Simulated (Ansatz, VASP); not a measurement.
# One calculation of BN, two programs

Contents of INCAR:

```
SYSTEM = BN
PREC     = Accurate       ! precision mode
ENCUT    = 520            ! plane-wave cutoff, eV
EDIFF    = 1E-7           ! SCF threshold, eV
ISMEAR   = 0              ! smearing method
SIGMA    = 0.05           ! smearing width, eV
LREAL    = .FALSE.        ! projectors in reciprocal space
LASPH    = .TRUE.         ! aspherical terms in the spheres
NELM     = 60             ! most SCF steps
ALGO     = Normal         ! electronic algorithm
ISIF     = 2              ! what is computed and relaxed
LWAVE    = .FALSE.        ! write WAVECAR
LCHARG   = .FALSE.        ! write CHGCAR
GGA      = PE             ! functional
NBANDS   = 16             ! bands
```

KPOINTS

```
regular mesh
0
G
  12 12 6
  0 0 0
```

File POSCAR:

```
BN
1.0
    2.5968607757      0.0000000000      0.0000000000
   -1.2984303878      2.2489474018      0.0000000000
    0.0000000000      0.0000000000      4.0882379192
B N
2 2
Direct
    0.6666666667      0.3333333333      0.9998064452
    0.3333333333      0.6666666667      0.4998064452
    0.6666666667      0.3333333333      0.6370291364
    0.3333333333      0.6666666667      0.1370291364
```

Input for Ansatz:

```yaml
crystal:
  lattice:
    - [2.5968607757, 0.0, 0.0]
    - [-1.2984303878, 2.2489474018, 0.0]
    - [0.0, 0.0, 4.0882379192]
  atoms:
    - { symbol: B, position: [0.6666666667, 0.3333333333, 0.9998064452] }
    - { symbol: B, position: [0.3333333333, 0.6666666667, 0.4998064452] }
    - { symbol: "N", position: [0.6666666667, 0.3333333333, 0.6370291364] }
    - { symbol: "N", position: [0.3333333333, 0.6666666667, 0.1370291364] }
basis:
  ecutwfc: 520.0
kpoints:
  mp_grid: { grid: [12, 12, 6] }
hamiltonian:
  xc: pbe
scf:
  occupations: { method: gaussian, width: 0.05 }
output:
  forces: true
  stress: true
  eigenvalues: true
  write_density: true
  write_potential: true
  elf: true
  volumetric_format: npy
```

Alike in both runs: task single point; functional PBE; k mesh 12 × 12 × 6; occupations gaussian, width 0.05 eV; no spin polarisation.

|  | VASP | Ansatz |
| --- | --- | --- |
| version | VASP 6.6.1 | Ansatz 0.2.0 |
| potentials or method | VASP PAW PBE potentials, release 64 (B, N) | scalar-relativistic, plane waves, PAW |
| plane-wave cutoff (eV) | 520 | 520 |
| valence electrons in the cell | 16 | 16 |

|  | VASP | Ansatz | Ansatz less VASP |
| --- | --- | --- | --- |
| gap on the k mesh at the Fermi level (eV) | 4.62 | 4.64 | +0.016 |
| least direct gap on the mesh (eV) | 7.48 | 7.49 | +0.007 |
| pressure (GPa) | 3.7 | 3.5 | -0.20 |
| largest component of the traceless stress (GPa) | 36.91 | 36.63 | -0.276 |
| rms of the force components (eV/Å) | 0.937 | 0.931 | -0.0064 |

Atom by atom the forces differ by 0.006 eV/Å (rms over components).

Caveats: forces of over 1 eV/Å show positions far from the minimum, so gaps and moduli don't describe the material at rest. A k mesh can miss the band edges.
